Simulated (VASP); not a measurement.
# CoSi2 (Fm-3m) in VASP: further runs, part 3 of 3

VASP 6.6.1.

### Step 6. Equation of state, LDA, collinear spin, ferromagnetic start, 11.75 Å³/atom (a relaxed cell with its volume scaled by 0.96)

Input file INCAR:

```
SYSTEM = CoSi2
PREC = Accurate
ENCUT = 520
EDIFF = 1E-7
ISMEAR = -1
SIGMA = 0.05
LREAL = .False.
LASPH = .True.
NELM = 120
ALGO = Fast
ISIF = 2
LWAVE = .False.
LCHARG = .False.
ISPIN = 2
MAGMOM = 2 0 0
LORBIT = 11
LMAXMIX = 4
```

Input file KPOINTS:

```
Automatic mesh
0
Gamma
  8 8 8
  0 0 0
```

Input file POSCAR:

```
CoSi2                                   
1.0
    0.0000000000      2.6026439855      2.6026439855
    2.6026439855      0.0000000000      2.6026439855
    2.6026439855      2.6026439855      0.0000000000
  Co              Si            
     1     2
Direct
     0.0000000000000000    0.0000000000000000    0.0000000000000000
     0.7500000000000000    0.7500000000000000    0.7500000000000000
     0.2500000000000000    0.2500000000000000    0.2500000000000000
```

Potentials or basis: VASP PAW LDA potentials, release 64 (Co, Si).

On the command line:

```bash
cat potpaw_LDA.64/Co/POTCAR potpaw_LDA.64/Si/POTCAR > POTCAR
mpirun -np 1 vasp_std > vasp.out
```

OUTCAR:

```text
SYSTEM = CoSi2
   PREC = Accurate
   ENCUT = 520
   EDIFF = 1E-7
   ISMEAR = -1
   LREAL = .False.
   LASPH = .True.
   NELM = 120
   ISIF = 2
   ISPIN = 2
   LORBIT = 11

 ion  position               nearest neighbor table
   1  0.000  0.000  0.000-   2 2.25   2 2.25   2 2.25   3 2.25   3 2.25   3 2.25   3 2.25   2 2.25

   2  0.750  0.750  0.750-   1 2.25   1 2.25   1 2.25   1 2.25   3 2.60   3 2.60   3 2.60   3 2.60
                             3 2.60   3 2.60
   3  0.250  0.250  0.250-   1 2.25   1 2.25   1 2.25   1 2.25   2 2.60   2 2.60   2 2.60   2 2.60
                             2 2.60   2 2.60

  LATTYP: Found a face centered cubic cell.
 ALAT       =     5.2052879710

  Lattice vectors:

 A1 = (   0.0000000000,   2.6026439855,   2.6026439855)
 A2 = (   2.6026439855,   0.0000000000,   2.6026439855)
 A3 = (   2.6026439855,   2.6026439855,   0.0000000000)

Analysis of symmetry for initial positions (statically):
=====================================================================
 Subroutine PRICEL returns:
 Original cell was already a primitive cell.

 Routine SETGRP: Setting up the symmetry group for a
 face centered cubic supercell.

 Subroutine GETGRP returns: Found 48 space group operations
 (whereof 48 operations were pure point group operations)
 out of a pool of 48 trial point group operations.

The static configuration has the point symmetry O_h .

Analysis of symmetry for dynamics (positions and initial velocities):
=====================================================================
 Subroutine PRICEL returns:
 Original cell was already a primitive cell.

 Routine SETGRP: Setting up the symmetry group for a
 face centered cubic supercell.

 Subroutine GETGRP returns: Found 48 space group operations
 (whereof 48 operations were pure point group operations)
 out of a pool of 48 trial point group operations.

The dynamic configuration has the point symmetry O_h .

Analysis of structural, dynamic, and magnetic symmetry:
=====================================================================
 Subroutine PRICEL returns:
 Original cell was already a primitive cell.

 Routine SETGRP: Setting up the symmetry group for a
 face centered cubic supercell.

 Subroutine GETGRP returns: Found 48 space group operations
 (whereof 48 operations were pure point group operations)
 out of a pool of 48 trial point group operations.

The overall configuration has the point symmetry O_h .

 Subroutine INISYM returns: Found 48 space group operations
 (whereof 48 operations are pure point group operations),
 and found     1 'primitive' translations

----------------------------------------------------------------------------------------

                                     Primitive cell

  volume of cell :      35.2593

  direct lattice vectors                    reciprocal lattice vectors
     0.000000000  2.602643985  2.602643985    -0.192112330  0.192112330  0.192112330
     2.602643985  0.000000000  2.602643985     0.192112330 -0.192112330  0.192112330
     2.602643985  2.602643985  0.000000000     0.192112330  0.192112330 -0.192112330

  length of vectors
     3.680694422  3.680694422  3.680694422     0.332748316  0.332748316  0.332748316

  position of ions in fractional coordinates (direct lattice)
     0.000000000  0.000000000  0.000000000
     0.750000000  0.750000000  0.750000000
     0.250000000  0.250000000  0.250000000

  ion indices of the primitive-cell ions
   primitive index   ion index
                 1           1
                 2           2
                 3           3

[... 97 lines left out ...]
   LHFCALC =     F    Hartree Fock is set to
   AEXX    =    0.0000 exact exchange contribution
   IVDW    =     0    specifies the selected vdW correction
   LEPSILON=     F    determine dielectric tensor
   LRPA    =     F    only Hartree local field effects (RPA)
 spin polarized calculation
 RMM-DIIS sequential band-by-band and
  energy-cutoff  :      520.00
  volume of cell :       35.26
 maximum number of plane-waves:       960
   NGX = 13   NGY = 13   NGZ = 13

 number of electron      17.0000001 magnetization      -0.0000265

 number of electron      17.0000001 magnetization       0.0000091

 Free energy of the ion-electron system (eV)
  ---------------------------------------------------
  ext. energy  EPLUGINS =         0.00000000
  ---------------------------------------------------
  free energy    TOTEN  =       -21.89341333 eV

  energy without entropy =      -21.88569297  energy(sigma->0) =      -21.88955315

 E-fermi :  11.1723     XC(G=0): -12.3033

 val. band max:       11.1600391517   @ k =  -0.1250   0.1250   0.0000
 cond. band min:      11.1988215795   @ k =  -0.3750   0.1250   0.0000
 fundamental gap:      0.0387824278
 Fermi energy:        11.1722744984

 spin component 1

 k-point     1 :       0.0000    0.0000    0.0000
  band No.  band energies     occupation
      1      -2.5474      1.00000
      2       6.7127      1.00000
      3       6.7127      1.00000
      4       6.7127      1.00000
      5       8.9979      1.00000
      6       8.9979      1.00000
      7      12.7479      0.00000
      8      14.6892      0.00000
      9      14.6892      0.00000
     10      14.6892      0.00000
     11      14.9728      0.00000
     12      14.9728      0.00000
     13      14.9728      0.00000
[... 356 lines left out ...]
      2       2.0214      1.00000
      3       6.1290      1.00000
      4       6.7512      1.00000
      5       7.9647      1.00000
      6       8.9077      1.00000
      7       9.1770      1.00000
      8      10.0652      1.00000
      9      10.5434      1.00000
     10      14.0151      0.00000
     11      15.2016      0.00000
     12      18.0177      0.00000
     13      18.7606      0.00000

 [... further k-points ...]

 spin component 2

 k-point     1 :       0.0000    0.0000    0.0000
  band No.  band energies     occupation
      1      -2.5474      1.00000
      2       6.7127      1.00000
      3       6.7127      1.00000
      4       6.7127      1.00000
      5       8.9978      1.00000
      6       8.9978      1.00000
      7      12.7479      0.00000
      8      14.6892      0.00000
      9      14.6892      0.00000
     10      14.6892      0.00000
     11      14.9728      0.00000
     12      14.9728      0.00000
     13      14.9728      0.00000
[... 356 lines left out ...]
      2       2.0214      1.00000
      3       6.1290      1.00000
      4       6.7512      1.00000
      5       7.9648      1.00000
      6       8.9077      1.00000
      7       9.1770      1.00000
      8      10.0652      1.00000
      9      10.5434      1.00000
     10      14.0151      0.00000
     11      15.2016      0.00000
     12      18.0177      0.00000
     13      18.7612      0.00000

 [... further k-points ...]

------------------------ aborting loop because EDIFF is reached ----------------------------------------

  FORCE on cell =-STRESS in cart. coord.  units (eV):
  Direction    XX          YY          ZZ          XY          YZ          ZX
  --------------------------------------------------------------------------------------
  -------------------------------------------------------------------------------------
  Total        1.9852384      1.9852384      1.9852384     -0.0000000      0.0000000     -0.0000000
  in kB       90.2088100     90.2088100     90.2088100     -0.0000000      0.0000000     -0.0000000
  external PRESSURE =      90.2088100 kB  Pullay stress =       0.0000000 kB

 VOLUME and BASIS-vectors are now :
 -----------------------------------------------------------------------------
  energy-cutoff  :      520.00
  volume of cell :       35.26
      direct lattice vectors                 reciprocal lattice vectors
     0.000000000  2.602643985  2.602643985    -0.192112330  0.192112330  0.192112330
     2.602643985  0.000000000  2.602643985     0.192112330 -0.192112330  0.192112330
     2.602643985  2.602643985  0.000000000     0.192112330  0.192112330 -0.192112330

 POSITION                                       TOTAL-FORCE (eV/Angst)
 -----------------------------------------------------------------------------------
      0.00000      0.00000      0.00000         0.000000     -0.000000      0.000000
      3.90397      3.90397      3.90397         0.000000      0.000000     -0.000000
      1.30132      1.30132      1.30132        -0.000000     -0.000000      0.000000
 -----------------------------------------------------------------------------------
    total drift:                               -0.000000     -0.000000      0.000000

  FREE ENERGIE OF THE ION-ELECTRON SYSTEM (eV)
  ---------------------------------------------------
  free  energy   TOTEN  =       -21.8934133328 eV

  energy  without entropy=      -21.8856929714  energy(sigma->0) =      -21.88955315

 total charge

# of ion       s       p       d       tot
------------------------------------------
    1        0.592   0.822   7.716   9.130
    2        0.723   0.937   0.000   1.660
    3        0.723   0.937   0.000   1.660
--------------------------------------------------
tot          2.039   2.696   7.716  12.451

 magnetization (x)

# of ion       s       p       d       tot
------------------------------------------
    1        0.000   0.000   0.000   0.000
    2       -0.000  -0.000   0.000  -0.000
    3       -0.000  -0.000   0.000  -0.000
--------------------------------------------------
tot         -0.000  -0.000   0.000   0.000
```

stdout:

```text
POSCAR found type information on POSCAR CoSi
 POSCAR found :  2 types and       3 ions
 scaLAPACK will be used
 LDA part: xc-table for (Slater(with rela. corr.)+CA(PZ))
 , standard interpolation
 POSCAR, INCAR and KPOINTS ok, starting setup
 FFT: planning ... GRIDC
 FFT: planning ... GRID_SOFT
 FFT: planning ... GRID
 WAVECAR not read
 entering main loop
```

Wall time 22 s (1 thread of Intel Xeon 6975P-C (Granite Rapids), shared host); peak memory 0.15 GiB.

Results:

- Free energy: -21.8934 eV
- Pressure: 9.0 GPa
- Band gap on the k mesh: none (metal or under the smearing width)
- Net moment: 0.00 μB per cell
- Valence electrons inside the program's atomic spheres: Co 9.13; Si 1.66

Caveat: the starting moments collapsed, and a magnetic state may lie lower.

### Step 7. Equation of state, LDA, collinear spin, ferromagnetic start, 12.00 Å³/atom (a relaxed cell with its volume scaled by 0.98)

INCAR is that of step 6.

KPOINTS is that of step 6.

Input file POSCAR:

```
CoSi2                                   
1.0
    0.0000000000      2.6205938216      2.6205938216
    2.6205938216      0.0000000000      2.6205938216
    2.6205938216      2.6205938216      0.0000000000
  Co              Si            
     1     2
Direct
     0.0000000000000000    0.0000000000000000    0.0000000000000000
     0.7500000000000000    0.7500000000000000    0.7500000000000000
     0.2500000000000000    0.2500000000000000    0.2500000000000000
```

On the command line:

```bash
cat potpaw_LDA.64/Co/POTCAR potpaw_LDA.64/Si/POTCAR > POTCAR
mpirun -np 1 vasp_std > vasp.out
```

It took 19 s on 1 thread of Intel Xeon 6975P-C (Granite Rapids), shared host; peak memory 0.16 GiB.

The run converged. Its results:

```yaml
Free_energy: -21.9237 eV
Pressure: 4.2 GPa
Band_gap_on_the_k_mesh: none (metal or under the smearing width)
Net_moment: 0.00 μB per cell
Valence_electrons_inside_the_program's_atomic_spheres: Co 9.07; Si 1.65
```

Caveat: the starting moments collapsed, and a magnetic state may lie lower.

### Step 8. Equation of state, LDA, collinear spin, ferromagnetic start, 12.24 Å³/atom

INCAR is that of step 7.

KPOINTS is that of step 7.

Input file POSCAR:

```
CoSi2                                   
1.0
    0.0000000000      2.6383010738      2.6383010738
    2.6383010738      0.0000000000      2.6383010738
    2.6383010738      2.6383010738      0.0000000000
  Co              Si            
     1     2
Direct
     0.0000000000000000    0.0000000000000000    0.0000000000000000
     0.7500000000000000    0.7500000000000000    0.7500000000000000
     0.2500000000000000    0.2500000000000000    0.2500000000000000
```

On the command line:

```bash
cat potpaw_LDA.64/Co/POTCAR potpaw_LDA.64/Si/POTCAR > POTCAR
mpirun -np 1 vasp_std > vasp.out
```

Wall time 20 s (1 thread of Intel Xeon 6975P-C (Granite Rapids), shared host); peak memory 0.15 GiB.

It converged, with:

```
Free energy                                           : -21.9331 eV
Pressure                                              : -0.1 GPa
Band gap on the k mesh                                : none (metal or under the smearing width)
Net moment                                            : 0.00 μB per cell
Valence electrons inside the program's atomic spheres : Co 9.01; Si 1.63
```

Caveat: the starting moments collapsed, and a magnetic state may lie lower.

### Step 9. Equation of state, LDA, collinear spin, ferromagnetic start, 12.49 Å³/atom (a relaxed cell with its volume scaled by 1.02)

INCAR is that of step 8.

KPOINTS is that of step 8.

Input file POSCAR:

```
CoSi2                                   
1.0
    0.0000000000      2.6557737755      2.6557737755
    2.6557737755      0.0000000000      2.6557737755
    2.6557737755      2.6557737755      0.0000000000
  Co              Si            
     1     2
Direct
     0.0000000000000000    0.0000000000000000    0.0000000000000000
     0.7500000000000000    0.7500000000000000    0.7500000000000000
     0.2500000000000000    0.2500000000000000    0.2500000000000000
```

Potentials or basis: VASP PAW LDA potentials, release 64 (Co, Si).

On the command line:

```bash
cat potpaw_LDA.64/Co/POTCAR potpaw_LDA.64/Si/POTCAR > POTCAR
mpirun -np 1 vasp_std > vasp.out
```

Wall time 18 s (1 thread of Intel Xeon 6975P-C (Granite Rapids), shared host); peak memory 0.15 GiB.

Results (log left out):

```
Free energy                                           : -21.9238 eV
Pressure                                              : -4.0 GPa
Band gap on the k mesh                                : none (metal or under the smearing width)
Net moment                                            : 0.00 μB per cell
Valence electrons inside the program's atomic spheres : Co 8.95; Si 1.62
```

Caveat: the starting moments collapsed, and a magnetic state may lie lower.

### Step 10. Equation of state, LDA, collinear spin, ferromagnetic start, 12.73 Å³/atom (a relaxed cell with its volume scaled by 1.04)

INCAR is that of step 9.

KPOINTS is that of step 9.

Input file POSCAR:

```
CoSi2                                   
1.0
    0.0000000000      2.6730195430      2.6730195430
    2.6730195430      0.0000000000      2.6730195430
    2.6730195430      2.6730195430      0.0000000000
  Co              Si            
     1     2
Direct
     0.0000000000000000    0.0000000000000000    0.0000000000000000
     0.7500000000000000    0.7500000000000000    0.7500000000000000
     0.2500000000000000    0.2500000000000000    0.2500000000000000
```

On the command line:

```bash
cat potpaw_LDA.64/Co/POTCAR potpaw_LDA.64/Si/POTCAR > POTCAR
mpirun -np 1 vasp_std > vasp.out
```

Run time: 18 s. Hardware: 1 thread of Intel Xeon 6975P-C (Granite Rapids), shared host; peak memory 0.15 GiB.

It converged, with:

* Free energy: -21.8978 eV
* Pressure: -7.4 GPa
* Band gap on the k mesh: none (metal or under the smearing width)
* Net moment: 0.00 μB per cell
* Valence electrons inside the program's atomic spheres: Co 8.90; Si 1.60

Caveat: the starting moments collapsed, and a magnetic state may lie lower.

### Step 11. Equation of state, LDA, collinear spin, ferromagnetic start

This run uses another cell than the first one, of 12.24 Å³/atom, 0.956 times its volume.

No new run: the results of the series are fitted here.

What came out:

| Property | Result |
| --- | --- |
| Equilibrium volume | 12.24 Å³/atom |
| Bulk modulus | 204 GPa |
| Pressure derivative of the bulk modulus | 4.5 (rough: it moves with the points fitted) |

Energy against volume, from the lowest point:
| volume (Å³/atom) | energy (meV/atom) |
| --- | --- |
| 11.753 | 13.22 |
| 11.998 | 3.13 |
| 12.243 | 0.00 |
| 12.488 | 3.10 |
| 12.733 | 11.78 |

### Step 12. The reference run

An earlier run on the cell as given: functional PBE; potentials or basis VASP PAW PBE potentials, release 64 (Co, Si); cutoff 520 eV; k mesh 9 × 9 × 9; occupations fermi-dirac, width 0.05 eV; collinear spin, ferromagnetic start; starting moments [2.0, 0.0, 0.0] μB.

* Pressure: 0.3 GPa
* Band gap on the k mesh: none (metal or under the smearing width)
* Net moment: 0.00 μB per cell
* Valence electrons inside the program's atomic spheres: Co 8.86; Si 1.59
